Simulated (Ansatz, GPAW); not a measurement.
## CdS: programs and potentials compared

```xyz
2
Lattice="0.0000 2.9165 2.9165 2.9165 0.0000 2.9165 2.9165 2.9165 0.0000" Properties=species:S:1:pos:R:3 pbc="T T T"
Cd    0.0000    0.0000    0.0000
S     4.3748    4.3748    4.3748
```

Alike in all runs: task single point; functional PBE; k mesh 8 × 8 × 8; occupations gaussian, width 0.024 eV; no spin polarisation; no spin-orbit coupling. Pressure is positive in compression and, in plane waves, holds the error of the finite cutoff, which Ansatz's Pulay term estimates and takes out.

| program and potentials | plane-wave cutoff (eV) | notes | band gap (eV) | pressure (GPa) |
| --- | --- | --- | --- | --- |
| Ansatz, Ansatz PAW | 420 | 13 valence electrons an atom on average; Pulay term of +0.04 GPa included | 1.15 | 2.85 |
| Ansatz, all-electron LAPW, scalar-relativistic | - | - | 1.15 | 2.88 |
| GPAW, GPAW PAW data sets (gpaw-data 1.2.1) | 600 | 9 valence electrons an atom on average | 1.13 | 2.60 |

The band gap spans 1.13 (GPAW, GPAW PAW data sets (gpaw-data 1.2.1)) to 1.15 eV (Ansatz, all-electron LAPW, scalar-relativistic), with all-electron results at 1.15. The pressure spans 2.60 (GPAW, GPAW PAW data sets (gpaw-data 1.2.1)) to 2.88 GPa (Ansatz, all-electron LAPW, scalar-relativistic), with all-electron results at 2.88.

Differences between rows come from potentials, basis sets and numerical settings, since the functional is the same but for its coding. Runs on potential files found faulty are left out.
